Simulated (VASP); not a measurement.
# GaP in VASP 6.6.1, single-point calculation

INCAR

```
IBRION = -1
LWAVE = .FALSE.
NELM = 67
EDIFF = 1E-7
LREAL = .FALSE.
SIGMA = 0.02
NSW = 0
NBANDS = 16
PREC = Accurate
LCHARG = .FALSE.
LASPH = .TRUE.
ENCUT = 520
ISMEAR = -1
ISIF = 2
GGA = PE
```

KPOINTS

```
KPOINTS created by Atomic Simulation Environment
0
Gamma
1 1 1
0 0 0
```

POSCAR

```
Ga P
 1.0000000000000000
     0.0000000000000000    2.7662802841000000    2.6908860909999999
     2.7662802841000000    0.0000000000000000    2.6908860909999999
     2.7662802841000000    2.7662802841000000    0.0000000000000000
 Ga  P
   1   1
Cartesian
  0.0000000000000000  0.0000000000000000  0.0000000000000000
  1.3831401420500000  1.3831401420500000  1.3454430454999999
```

The recommended PBE PAW datasets give the neutral cell 18 valence electrons.

Command

```
mpirun -np 1 vasp_std
```

Problem. How does this run end, and what does it give?

Solution. It converged. Results: gap between bands v and c on the k mesh 1.24 eV; least direct gap on the k mesh 1.24 eV; pressure 48.7 GPa. Band v is the last that the valence electrons fill when counted band by band, and c is the next.

OSZICAR

```
N       E                     dE             d eps       ncg     rms          rms(c)
DAV:   1     0.884489583963E+02    0.88449E+02   -0.89730E+03    32   0.160E+03
DAV:   2     0.977325446420E+01   -0.78676E+02   -0.72676E+02    40   0.253E+02
DAV:   3     0.520341535410E+01   -0.45698E+01   -0.45588E+01    48   0.558E+01
DAV:   4     0.514795065752E+01   -0.55465E-01   -0.55464E-01    32   0.692E+00
DAV:   5     0.514650270796E+01   -0.14479E-02   -0.14479E-02    48   0.951E-01    0.802E+00
DAV:   6     0.748170802266E+01    0.23352E+01   -0.38146E+00    48   0.214E+01    0.566E+00
DAV:   7     0.767988492497E+01    0.19818E+00   -0.64224E-01    32   0.487E+00    0.363E+00
DAV:   8     0.767458370497E+01   -0.53012E-02   -0.12106E-01    32   0.420E+00    0.523E-01
DAV:   9     0.767442631100E+01   -0.15739E-03   -0.36575E-02    48   0.301E+00    0.218E-01
DAV:  10     0.767428399039E+01   -0.14232E-03   -0.48173E-03    40   0.633E-01    0.159E-01
DAV:  11     0.767385052145E+01   -0.43347E-03   -0.38849E-04    32   0.159E-01    0.397E-02
DAV:  12     0.767383485778E+01   -0.15664E-04   -0.78826E-05    32   0.108E-01    0.947E-03
DAV:  13     0.767383347023E+01   -0.13876E-05   -0.24793E-06    32   0.150E-02    0.277E-03
DAV:  14     0.767383294278E+01   -0.52745E-06   -0.10661E-06    32   0.776E-03    0.782E-04
DAV:  15     0.767383283794E+01   -0.10484E-06   -0.96051E-08    32   0.235E-03    0.559E-04
DAV:  16     0.767383284633E+01    0.83860E-08   -0.23114E-09    24   0.498E-04
   1 F= 0.76738328E+01 E0= 0.76738328E+01  d E =-.386308E-11
```

These settings aren't sound, so the numbers aren't properties of the crystal.

The fault: one k point for a small cell.

On sound settings PBE gives a gap of 1.41 eV on its mesh and a pressure of 1.0 GPa for the intended cell. This run's energy (σ→0) differs from it by 8397 meV an atom.
